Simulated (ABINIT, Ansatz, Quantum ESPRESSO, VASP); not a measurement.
TaAs: 4 runs at one level of theory

```xyz
4
Lattice="-1.7218 1.7218 5.8679 1.7218 -1.7218 5.8679 1.7218 1.7218 -5.8679" Properties=species:S:1:pos:R:3 pbc="T T T"
Ta    0.0000    0.0000    5.8676
Ta    1.7218    0.0000    2.9336
As    0.0000    0.0000    0.9698
As    0.0000    1.7218    3.9037
```

The cell is a database's computed one, not the measured one.

Alike in all runs: task single point; functional PBE; k mesh 11 × 11 × 11; occupations fermi-dirac, width 0.05 eV; no spin polarisation; no spin-orbit coupling. Pressure is positive in compression and, in plane waves, holds the error of the finite cutoff, which Ansatz's Pulay term estimates and takes out.

```csv
program and potentials,plane-wave cutoff (eV),notes,pressure (GPa)
"Quantum ESPRESSO, SSSP 1.3 efficiency PBE",748,9 valence electrons an atom on average,2.67
"VASP, PBE PAW files As, Ta_pv, 520 eV",520,8 valence electrons an atom on average,2.60
"ABINIT, JTH PAW PBE v2.0",517,14 valence electrons an atom on average,2.07
"Ansatz, Ansatz PAW (earlier soft set)",420,14 valence electrons an atom on average; Pulay term of +0.04 GPa included,2.17
```

Force on atom 1 (Ta), eV/Å:

| program and potentials | x | y | z |
| --- | --- | --- | --- |
| VASP, PBE PAW files As, Ta_pv, 520 eV | 0.000 | 0.000 | 0.027 |
| ABINIT, JTH PAW PBE v2.0 | 0.000 | 0.000 | 0.026 |
| Ansatz, Ansatz PAW (earlier soft set) | 0.000 | 0.000 | 0.025 |

The pressure spans 2.07 (ABINIT, JTH PAW PBE v2.0) to 2.67 GPa (Quantum ESPRESSO, SSSP 1.3 efficiency PBE).

Differences between rows come from potentials, basis sets and numerical settings, since the functional is the same but for its coding. Runs on potential files found faulty are left out.

All four runs put the cell under compression, so PBE would favour a somewhat larger volume. This suggests that the database relaxed it with a functional that binds more tightly, though different potentials could also contribute. The pressures fall into two pairs: 2.07 and 2.17 GPa with 14 valence electrons an atom, 2.60 and 2.67 GPa with 8 or 9. The electron counts imply that the first pair treats the As 3d shell as valence and the second freezes it. Letting that shell respond to the Ta–As bonding probably accounts for part of the gap, but other differences in how the potentials were built could do the same.

The force on Ta lies along the polar c axis, the only direction in which the site symmetry allows one. It is small and nearly equal in the three runs that list it, so the internal Ta–As offset is close to its PBE optimum at this fixed cell. The pressure alone doesn't show how the expansion would divide between a and c.
